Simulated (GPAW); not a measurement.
CaSe:

```
CELL_PARAMETERS angstrom
0.00000 3.30000 3.30000
3.30000 0.00000 3.30000
3.30000 3.30000 0.00000
ATOMIC_POSITIONS crystal
Se 0.25000 0.25000 0.25000
Ca 0.00000 0.00000 0.00000
```

The cell comes from a database or a generator and needn't be the stable form of this composition.

* Program: GPAW 26.7.0
* Task: relaxation of cell and atoms
* Functional: BLYP
* Dispersion: D4
* Potentials or basis: PAW data sets generated in the run's folder for this functional
* Cutoff: 600 eV
* Basis: pw
* k mesh: 7 × 7 × 7
* Occupations: gaussian, width 0.05 eV
* Spin: no spin polarisation

At the start: pressure -1.2 GPa; volume 35.94 Å³/atom.

Task: How do energy, volume and symmetry change on relaxing?

Result: Over 5 steps the energy falls by 4.6 meV/atom and the volume is 34.75 Å³/atom (-3.3 %); space group F-43m (No. 216, to 0.05 Å).

Step by step:
```csv
step,energy change (eV),largest force (eV/Å),pressure (GPa),volume (Å³)
1,0.0000,0.0000,-1.18,71.87
2,-0.0019,0.0000,-1.06,71.59
3,-0.0049,0.0000,-0.82,71.06
4,-0.0078,0.0000,-0.50,70.33
5,-0.0092,0.0000,-0.10,69.50
```

Final structure:
```cif
data_structure
_symmetry_space_group_name_H-M 'P 1'
_symmetry_Int_Tables_number 1
_cell_length_a 4.6150
_cell_length_b 4.6150
_cell_length_c 4.6150
_cell_angle_alpha 60.000
_cell_angle_beta 60.000
_cell_angle_gamma 60.000
_cell_volume 69.50
loop_
_atom_site_label
_atom_site_type_symbol
_atom_site_fract_x
_atom_site_fract_y
_atom_site_fract_z
_atom_site_occupancy
Se1 Se 0.25000 0.25000 0.25000 1
Ca1 Ca 0.00000 0.00000 0.00000 1
```

Caveat: later steps reuse the first step's grids.
